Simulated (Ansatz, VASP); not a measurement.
One calculation of W, two programs

```
W
1.0
     2.74020   -0.01748    0.40815
    -1.38524    2.39931    0.00000
     1.71344    0.98926    2.70279
W
1
Direct
  0.00000 0.00000 0.00000
```

Change from the starting cell: band edges of the strained film's bulk.

Alike in both runs: task single point; functional PBEsol; k mesh 15 × 15 × 14; occupations gaussian, width 0.1 eV; no spin polarisation.

|  | VASP | Ansatz |
| --- | --- | --- |
| version | VASP 6.6.1 | Ansatz 0.2.0 |
| potentials or method | VASP PAW PBE potentials, release 64 (W_sv) | scalar-relativistic, plane waves, PAW |
| plane-wave cutoff (eV) | 520 | 420 |
| valence electrons in the cell | 14 | 14 |

VASP gave:

| Quantity | Value |
| --- | --- |
| gap on the k mesh at the Fermi level (eV) | none |
| pressure (GPa) | 11.4 |
| largest component of the traceless stress (GPa) | 20.60 |

Estimate Ansatz's values.

gap on the k mesh at the Fermi level (eV): none; pressure (GPa): 10.6; largest component of the traceless stress (GPa): 20.41.

A gap of «none» marks a metal or a gap that the smearing closes.

Caveats: the PAW data sets were made with another functional, which shifts forces and pressure a little (VASP). Spin-orbit coupling is left out, which matters for the levels of W.
